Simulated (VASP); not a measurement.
# BN (P6_3/mmc) in VASP: a series of runs

One crystal, BN, is run at these levels: PBE+D3(BJ); tasks: relaxation of cell and atoms.

Program: VASP 6.6.1. These are calculated values, not measurements. Logs are shortened: lines on timing, memory, paths and dates and some standing lists are left out, and cuts for length are marked.

## Step 1: The crystal as given

It takes space group P6_3/mmc (No. 194, hexagonal). The conventional cell has a = 2.498 Å, b = 2.498 Å, c = 6.636 Å, α = 90.00°, β = 90.00°, γ = 120.00°. B (site symmetry -6m2) is surrounded by 3 N at 1.44 Å. N (site symmetry -6m2) is surrounded by 3 B at 1.44 Å.

## Step 2: Relaxation of cell and atoms, PBE+D3(BJ)

Contents of INCAR:

```
ALGO = Normal
EDIFF = 1E-7
EDIFFG = -0.15
ENCUT = 520
GGA = PE
IBRION = 2
ISIF = 3
ISMEAR = 0
IVDW = 12
LASPH = T
LCHARG = F
LREAL = F
LWAVE = F
NELM = 100
NSW = 80
PREC = Accurate
SIGMA = 0.02
```

Contents of KPOINTS:

```
k-points
0
Gamma
  15 15 6
```

Contents of POSCAR:

```
BN
1.0
    2.4982400000      0.0000000000      0.0000000000
   -1.2491200000      2.1635393000      0.0000000000
    0.0000000000      0.0000000000      6.6357000000
B N
2 2
Direct
    0.3333333300      0.6666666700      0.2500000000
    0.6666666700      0.3333333300      0.7500000000
    0.3333333300      0.6666666700      0.7500000000
    0.6666666700      0.3333333300      0.2500000000
```

Potentials or basis: VASP PAW PBE potentials, release 64 (B, N).

Run with:

```sh
> cat potpaw_PBE.64/B/POTCAR potpaw_PBE.64/N/POTCAR > POTCAR
> mpirun -np 1 vasp_std > vasp.out
```

OUTCAR:

```text
EDIFF = 1E-7
   EDIFFG = -0.15
   ENCUT = 520
   GGA = PE
   IBRION = 2
   ISIF = 3
   ISMEAR = 0
   IVDW = 12
   LASPH = T
   LREAL = F
   NELM = 100
   NSW = 80
   PREC = Accurate
 IVDW          = 12

 ion  position               nearest neighbor table
   1  0.333  0.667  0.250-   4 1.44   4 1.44   4 1.44
   2  0.667  0.333  0.750-   3 1.44   3 1.44   3 1.44
   3  0.333  0.667  0.750-   2 1.44   2 1.44   2 1.44
   4  0.667  0.333  0.250-   1 1.44   1 1.44   1 1.44

  LATTYP: Found a hexagonal cell.
 ALAT       =     2.4982400000
 C/A-ratio  =     2.6561499296

  Lattice vectors:

 A1 = (   2.4982400000,   0.0000000000,   0.0000000000)
 A2 = (  -1.2491200000,   2.1635393000,   0.0000000000)
 A3 = (   0.0000000000,   0.0000000000,   6.6357000000)

Analysis of symmetry for initial positions (statically):
=====================================================================
 Subroutine PRICEL returns:
 Original cell was already a primitive cell.

 Routine SETGRP: Setting up the symmetry group for a
 hexagonal supercell.

 Subroutine GETGRP returns: Found 24 space group operations
 (whereof 12 operations were pure point group operations)
 out of a pool of 24 trial point group operations.

The static configuration has the point symmetry D_3d.
 The point group associated with its full space group is D_6h.

Analysis of symmetry for dynamics (positions and initial velocities):
=====================================================================
 Subroutine PRICEL returns:
 Original cell was already a primitive cell.

 Routine SETGRP: Setting up the symmetry group for a
 hexagonal supercell.

 Subroutine GETGRP returns: Found 24 space group operations
 (whereof 12 operations were pure point group operations)
 out of a pool of 24 trial point group operations.

The dynamic configuration has the point symmetry D_3d.
 The point group associated with its full space group is D_6h.

 Subroutine INISYM returns: Found 24 space group operations
 (whereof 12 operations are pure point group operations),
 and found     1 'primitive' translations

----------------------------------------------------------------------------------------

                                     Primitive cell

  volume of cell :      35.8662

  direct lattice vectors                    reciprocal lattice vectors
     2.498240000  0.000000000  0.000000000     0.400281798  0.231102805  0.000000000
    -1.249120000  2.163539300  0.000000000     0.000000000  0.462205609  0.000000000
     0.000000000  0.000000000  6.635700000     0.000000000  0.000000000  0.150700002

  length of vectors
     2.498240000  2.498239996  6.635700000     0.462205608  0.462205609  0.150700002

  position of ions in fractional coordinates (direct lattice)
     0.333333330  0.666666670  0.250000000
     0.666666670  0.333333330  0.750000000
     0.333333330  0.666666670  0.750000000
     0.666666670  0.333333330  0.250000000

  ion indices of the primitive-cell ions
   primitive index   ion index
                 1           1
                 2           2
                 3           3
                 4           4

----------------------------------------------------------------------------------------

 KPOINTS: k-points

Automatic generation of k-mesh.
 Grid dimensions read from file:
 generate k-points for:   15   15    6

 Generating k-lattice:

  Cartesian coordinates                     Fractional coordinates (reciprocal lattice)
     0.026685453  0.015406854  0.000000000     0.066666667 -0.000000000  0.000000000
     0.000000000  0.030813707  0.000000000     0.000000000  0.066666667  0.000000000
     0.000000000  0.000000000  0.025116667     0.000000000  0.000000000  0.166666667

  Length of vectors
     0.030813707  0.030813707  0.025116667

  Shift w.r.t. Gamma in fractional coordinates (k-lattice)
     0.000000000  0.000000000  0.000000000

 Subroutine IBZKPT returns following result:
 ===========================================

 Found    108 irreducible k-points:

 Following reciprocal coordinates:
            Coordinates               Weight
  0.000000  0.000000  0.000000      1.000000
  0.066667  0.000000  0.000000      6.000000
  0.133333 -0.000000  0.000000      6.000000
  0.200000 -0.000000  0.000000      6.000000
  0.266667 -0.000000  0.000000      6.000000
  0.333333  0.000000  0.000000      6.000000
[... 16 lines left out ...]
  0.333333  0.200000  0.000000     12.000000
  0.400000  0.200000  0.000000      6.000000
 [... further k-points ...]
   k-points           NKPTS =    108   k-points in BZ     NKDIM =    108   number of bands    NBANDS=     12
   number of dos      NEDOS =    301   number of ions     NIONS =      4
   total plane-waves  NPLWV =  20000
   dimension x,y,z NGX =    20 NGY =   20 NGZ =   50
   dimension x,y,z NGXF=    40 NGYF=   40 NGZF=  100
   ions per type =               2   2
   NGX,Y,Z   is equivalent  to a cutoff of  13.31, 13.31, 12.53 a.u.
   NGXF,Y,Z  is equivalent  to a cutoff of  26.62, 26.62, 25.05 a.u.
 SYSTEM =  unknown system
   PREC   = accura    normal or accurate (medium, high low for compatibility)
   ISTART =      0    job   : 0-new  1-cont  2-samecut
   ICHARG =      2    charge: 1-file 2-atom 10-const
   ISPIN  =      1    spin polarized calculation?
   LNONCOLLINEAR =      F non collinear calculations
   LSORBIT =      F    spin-orbit coupling
   LASPH  =      T    aspherical Exc in radial PAW
   ENCUT  =  520.0 eV  38.22 Ry    6.18 a.u.   4.65  4.65 12.34*2*pi/ulx,y,z
   NELM   =    100;   NELMIN=  2; NELMDL= -5     # of ELM steps
   EDIFF  = 0.1E-06   stopping-criterion for ELM
   LREAL  =      F    real-space projection
   EDIFFG = -.1E+00   stopping-criterion for IOM
   NSW    =     80    number of steps for IOM
   IBRION =      2    ionic relax: 0-MD 1-quasi-New 2-CG
   NFREE  =      1    steps in history (QN), initial steepest desc. (CG)
   ISIF   =      3    stress and relaxation
   ISYM   =      2    0-nonsym 1-usesym 2-fastsym
   POTIM  = 0.5000    time-step for ionic-motion
   TEBEG  =    0.0;   TEEND  =   0.0 temperature during run
   PSTRESS=    0.0 pullay stress
   NELECT =      16.0000    total number of electrons
   NUPDOWN=      -1.0000    fix difference up-down
   EMIN   =  10.00;   EMAX   =-10.00  energy-range for DOS
   EFERMI =   0.00;   METHOD = LEGACY
   ISMEAR =     0;   SIGMA  =   0.02  broadening in eV -4-tet -1-fermi 0-gaus
   EFERMI_NEDOS =   21; number of points for ismear=-14 and -15
   IALGO  =     38    algorithm
   IMIX   =      4    mixing-type and parameters
     AMIX     =   0.40;   BMIX     =  1.00
     AMIX_MAG =   1.60;   BMIX_MAG =  1.00
  volume/ion in A,a.u.               =       8.97        60.51
  Fermi-wavevector in a.u.,A,eV,Ry     =   1.250891  2.363842 21.289433  1.564729
  Thomas-Fermi vector in A             =   2.384864
   LORBIT       =      0    0 simple, 1 ext, 2 COOP (PROOUT), +10 PAW based schemes
   GGA     = PE    functional components
   LHFCALC =     F    Hartree Fock is set to
   AEXX    =    0.0000 exact exchange contribution
   IVDW    =    12    specifies the selected vdW correction
   LEPSILON=     F    determine dielectric tensor
   LRPA    =     F    only Hartree local field effects (RPA)
 conjugate gradient relaxation of ions
 non-spin polarized calculation
 Gauss-broadening in eV      SIGMA  =   0.02
  energy-cutoff  :      520.00
  volume of cell :       35.87
 maximum number of plane-waves:       985
 NGX is ok and might be reduce to    20
   NGX =  9   NGY =  9   NGZ = 25

--------------------------------------- Ionic step        1  -------------------------------------------

 number of electron      15.9999997 magnetization

 Free energy of the ion-electron system (eV)
  ---------------------------------------------------
  ext. energy  EPLUGINS =         0.00000000
  ---------------------------------------------------
  free energy    TOTEN  =       -35.14691838 eV

  energy without entropy =      -35.14691838  energy(sigma->0) =      -35.14691838

------------------------ aborting loop because EDIFF is reached ----------------------------------------

 Edisp (eV)   -0.56768

 E8    (eV) :    -0.1663

  FORCE on cell =-STRESS in cart. coord.  units (eV):
  Direction    XX          YY          ZZ          XY          YZ          ZX
  --------------------------------------------------------------------------------------
  -------------------------------------------------------------------------------------
  Total       0.84035     0.84035    -0.05581    -0.00000     0.00000     0.00000
  in kB      37.53925    37.53925    -2.49294    -0.00000     0.00000     0.00000
  external pressure =       24.20 kB  Pullay stress =        0.00 kB
[... 65 lines left out ...]
  energy  without entropy=      -35.7069143931  energy(sigma->0) =      -35.70691439

--------------------------------------- Ionic step        3  -------------------------------------------

 number of electron      15.9999998 magnetization

 Free energy of the ion-electron system (eV)
  ---------------------------------------------------
  ext. energy  EPLUGINS =         0.00000000
  ---------------------------------------------------
  free energy    TOTEN  =       -35.15357452 eV

  energy without entropy =      -35.15357452  energy(sigma->0) =      -35.15357452

 E-fermi :   2.4633     XC(G=0): -10.0690

 val. band max:        2.2954902504   @ k =   0.3333   0.2667   0.0000
 cond. band min:       6.5795623592   @ k =   0.4667   0.0667   0.0000
 fundamental gap:      4.2840721088
 Fermi energy:         2.4633394806

 k-point     1 :       0.0000    0.0000    0.0000
  band No.  band energies     occupation
      1     -15.5131      2.00000
      2     -15.2163      2.00000
      3      -3.9346      2.00000
      4      -1.7970      2.00000
      5       0.9311      2.00000
      6       0.9311      2.00000
      7       0.9689      2.00000
      8       0.9689      2.00000
      9       7.5327      0.00000
     10      12.5818      0.00000
     11      13.7849      0.00000
     12      13.7849      0.00000
[... 331 lines left out ...]
 k-point    24 :       0.4000    0.2000    0.0000
  band No.  band energies     occupation
      1     -11.9838      2.00000
      2     -11.9274      2.00000
      3      -6.1786      2.00000
      4      -6.0921      2.00000
      5      -3.6675      2.00000
      6      -3.5908      2.00000
      7       1.4374      2.00000
      8       2.1876      2.00000
      9       6.8469      0.00000
     10       7.6350      0.00000
     11      13.9926      0.00000
     12      14.3019      0.00000

 [... further k-points ...]

------------------------ aborting loop because EDIFF is reached ----------------------------------------

 Edisp (eV)   -0.56391

 E8    (eV) :    -0.1652

  FORCE on cell =-STRESS in cart. coord.  units (eV):
  Direction    XX          YY          ZZ          XY          YZ          ZX
  --------------------------------------------------------------------------------------
  -------------------------------------------------------------------------------------
  Total      -0.00443    -0.00443    -0.04969     0.00000    -0.00000     0.00000
  in kB      -0.19665    -0.19665    -2.20480     0.00000    -0.00000     0.00000
  external pressure =       -0.87 kB  Pullay stress =        0.00 kB
[... 19 lines left out ...]
  FREE ENERGIE OF THE ION-ELECTRON SYSTEM (eV)
  ---------------------------------------------------
  free  energy   TOTEN  =       -35.7174834532 eV

  energy  without entropy=      -35.7174834532  energy(sigma->0) =      -35.71748345

 reached required accuracy - stopping structural energy minimisation
```

Run time: 41 s. Hardware: 1 thread of Intel Xeon 6975P-C (Granite Rapids), shared host; peak memory 0.19 GiB.

What came out:

```yaml
Free_energy: -35.7175 eV
Relaxed_volume: 9.03 Å³/atom
Relaxed_cell: a = 2.507 Å, b = 2.507 Å, c = 6.634 Å, α = 90.00°, β = 90.00°, γ = 120.00°
Space_group_after_relaxing_to_0.05_Å: P6_3/mmc (No. 194)
Energy_gained_by_relaxing: 0.7 meV/atom
Ionic_steps: 3
Pressure_after_relaxing: -0.1 GPa
Band_gap_on_the_k_mesh: 4.28 eV, indirect (least direct gap 4.63 eV)
Dispersion_energy_per_atom: -0.141 eV
```

Stress tensor (GPa, compression positive):
```
-0.02  0.00  0.00
 0.00 -0.02  0.00
 0.00  0.00 -0.22
```

Step by step:
```tsv
step	energy change (eV)	largest force (eV/Å)	pressure (GPa)	volume (Å³)
1	0.0000	0.0000	2.42	35.87
2	0.0077	0.0000	-4.69	36.57
3	-0.0029	0.0000	-0.09	36.11
```

Final structure:
```cif
data_structure
_symmetry_space_group_name_H-M 'P 1'
_symmetry_Int_Tables_number 1
_cell_length_a 2.5069
_cell_length_b 2.5069
_cell_length_c 6.6342
_cell_angle_alpha 90.000
_cell_angle_beta 90.000
_cell_angle_gamma 120.000
_cell_volume 36.11
loop_
_atom_site_label
_atom_site_type_symbol
_atom_site_fract_x
_atom_site_fract_y
_atom_site_fract_z
_atom_site_occupancy
B1 B 0.33333 0.66667 0.25000 1
B2 B 0.66667 0.33333 0.75000 1
N1 N 0.33333 0.66667 0.75000 1
N2 N 0.66667 0.33333 0.25000 1
```

Levels at points of the mesh, in eV from the valence-band top:
```csv
k point,band 4,band 5,band 6,band 7,band 8,band 9,band 10,band 11,band 12
"(0.00, 0.00, 0.00)",-4.09,-1.36,-1.36,-1.33,-1.33,5.24,10.29,11.49,11.49
"(0.00, 0.00, 0.50)",-5.28,-1.35,-1.35,-1.35,-1.35,7.60,7.60,11.55,11.55
```

Caveat: an odd mesh through Γ misses points on the zone boundary, where band edges often lie; the relaxation stopped at a loose force limit of 0.15 eV/Å, so its end isn't a converged minimum.

## Step 3: Relaxation of cell and atoms, PBE+D3(BJ)

This run uses another cell than the first one, of 9.03 Å³/atom, 1.007 times its volume.

INCAR is that of step 2.

KPOINTS is that of step 2.

Contents of POSCAR:

```
BN                                      
1.0
    2.5069051471      0.0000000000      0.0000000000
   -1.2534525735      2.1710435375      0.0000000000
    0.0000000000      0.0000000000      6.6341715353
  B               N             
     2     2
Direct
     0.3333333300000021    0.6666666699999979    0.2500000000000000
     0.6666666699999979    0.3333333300000021    0.7500000000000000
     0.3333333300000021    0.6666666699999979    0.7500000000000000
     0.6666666699999979    0.3333333300000021    0.2500000000000000
```

Potentials or basis: VASP PAW PBE potentials, release 64 (B, N).

Run with:

```sh
> cat potpaw_PBE.64/B/POTCAR potpaw_PBE.64/N/POTCAR > POTCAR
> mpirun -np 1 vasp_std > vasp.out
```

Run time: 20 s. Hardware: 1 thread of Intel Xeon 6975P-C (Granite Rapids), shared host; peak memory 0.18 GiB.

It converged, with:

```
Free energy                : -35.7177 eV
Pressure after relaxing    : -0.1 GPa
Band gap on the k mesh     : 4.28 eV, indirect (least direct gap 4.63 eV)
Dispersion energy per atom : -0.141 eV
```

Stress tensor (GPa, compression positive):
```
-0.02  0.00  0.00
 0.00 -0.02  0.00
 0.00  0.00 -0.23
```

Final structure:
```cif
data_structure
_symmetry_space_group_name_H-M 'P 1'
_symmetry_Int_Tables_number 1
_cell_length_a 2.5069
_cell_length_b 2.5069
_cell_length_c 6.6342
_cell_angle_alpha 90.000
_cell_angle_beta 90.000
_cell_angle_gamma 120.000
_cell_volume 36.11
loop_
_atom_site_label
_atom_site_type_symbol
_atom_site_fract_x
_atom_site_fract_y
_atom_site_fract_z
_atom_site_occupancy
B1 B 0.33333 0.66667 0.25000 1
B2 B 0.66667 0.33333 0.75000 1
N1 N 0.33333 0.66667 0.75000 1
N2 N 0.66667 0.33333 0.25000 1
```

Levels at points of the mesh, in eV from the valence-band top:
```csv
k point,band 4,band 5,band 6,band 7,band 8,band 9,band 10,band 11,band 12
"(0.00, 0.00, 0.00)",-4.09,-1.36,-1.36,-1.33,-1.33,5.24,10.29,11.49,11.49
"(0.00, 0.00, 0.50)",-5.28,-1.35,-1.35,-1.35,-1.35,7.60,7.60,11.55,11.55
```

Caveat: the relaxation stopped at its first step, so nothing moved; an odd mesh through Γ misses points on the zone boundary, where band edges often lie; the relaxation stopped at a loose force limit of 0.15 eV/Å, so its end isn't a converged minimum.
